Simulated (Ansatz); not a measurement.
The crystal is BaS (Fm-3m).

```xyz
2
Lattice="0.0000 3.1938 3.1938 3.1938 0.0000 3.1938 3.1938 3.1938 0.0000" Properties=species:S:1:pos:R:3 pbc="T T T"
Ba    0.0000    0.0000    0.0000
S     3.1938    3.1938    3.1938
```

The cell and positions come from the Crystallography Open Database and are kept as given unless a step says otherwise. Spin-orbit coupling is left out unless a run names it.

Gaps computed with Ansatz 0.2.0 without a self-energy: PBE 2.21 eV, PBE+SOC 2.16 eV, r2SCAN 2.55 eV, PBE0 3.81 eV and DDH-PBE0 3.54 eV.

**Question.** Estimate the G0W0@PBE gap with 4×4×4 mesh, 418 empty bands, screening to 200 eV, PAW set soft_1 files.

About 3.52 eV: on its mesh the run moves the gap from 2.20 eV by +1.31 eV. Among the scalar-relativistic levels given, DDH-PBE0 is nearest (+0.02 eV). Spin-orbit coupling is not in that value; its −0.04 eV at the PBE level would bring it to about 3.47 eV. Bands and cutoff are finite, so the gap is not at the basis limit. The miss can reach some tenths of an eV and take either sign; the mesh is an error of its own. The many-body steps are scalar-relativistic: spin-orbit coupling is not in them.

[Paths, hosts, dates, memory and timing lines, banners, echoed tables and standing remarks are left out of the program output.]

[Logs are printed without paths, hosts, clocks, repeated set-up lines and the standing remarks that a program may print on its own settings, such as how far it seeks lower states.]

[Runs of the session that timed out or met a known fault of the program may be left out.]

[Cells called generated may have been cut or substituted from an entry of the Crystallography Open Database or the Materials Project.]

[Hosts, paths, dates, database ids (printed as entryN), source tags and the programs' standing remarks are cut or masked in the printed files.]
